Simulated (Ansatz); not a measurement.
# SiGe: the cost of one run

Computed with Ansatz 0.2.0 (DFT PBE, scalar-relativistic, plane waves, PAW, unless a step's input says otherwise).

## Step 1: The system as given

It takes space group P6_3/mmc (No. 194, hexagonal). The conventional cell has a = 4.894 Å, b = 4.894 Å, c = 3.778 Å, α = 90.00°, β = 90.00°, γ = 120.00°. Around Si (site symmetry -6m2) lie 2 Si at 1.89 Å. Ge (site symmetry -6m2) has 3 Si at 2.83 Å as nearest neighbours.

As a file:

```cif
data_structure
_symmetry_space_group_name_H-M 'P6_3/mmc'
_symmetry_Int_Tables_number 194
_cell_length_a 4.8938
_cell_length_b 4.8938
_cell_length_c 3.7779
_cell_angle_alpha 90.000
_cell_angle_beta 90.000
_cell_angle_gamma 120.000
_cell_volume 78.36
loop_
_atom_site_label
_atom_site_type_symbol
_atom_site_symmetry_multiplicity
_atom_site_Wyckoff_symbol
_atom_site_fract_x
_atom_site_fract_y
_atom_site_fract_z
_atom_site_occupancy
Si1 Si 2 b 0.00000 0.00000 0.25000 1
Ge1 Ge 2 c 0.33333 0.66667 0.25000 1
```

A structure generator made this guess: species swapped into a database cell of LiB (P6_3/mmc, No. 194), with Ge on the Li sites and Si on the B sites. Its size is a rough estimate.

## Step 2: Probe: one point on a coarse mesh

input.yaml

```yaml
crystal:
  lattice:
    - [4.89380795, 0.0, 0.0]
    - [-2.44690398, 4.23816201, 0.0]
    - [0.0, 0.0, 3.77788434]
  atoms:
    - { symbol: Si, position: [0.0, 0.0, 0.25] }
    - { symbol: Si, position: [0.0, 0.0, 0.75] }
    - { symbol: Ge, position: [0.33333333, 0.66666667, 0.25] }
    - { symbol: Ge, position: [0.66666667, 0.33333333, 0.75] }
basis:
  ecutwfc: 420
kpoints:
  mp_grid: { grid: [6, 6, 4] }
hamiltonian:
  xc: pbe
scf:
  occupations: { method: gaussian, width: 0.1 }
  lower_state_search: "off"
output:
  forces: true
  stress: true
  eigenvalues: true
```

Launch:

```bash
$ ansatz run input.yaml --threads 1 --pin off --max-ram 2048MiB --backend cpu --events-out ev --progress --plain --runs-dir out
```

Q: Estimate wall time and peak memory on 1 thread of Arm Neoverse V2, shared host.

About 2.1 s, with a peak of 0.33 GiB.
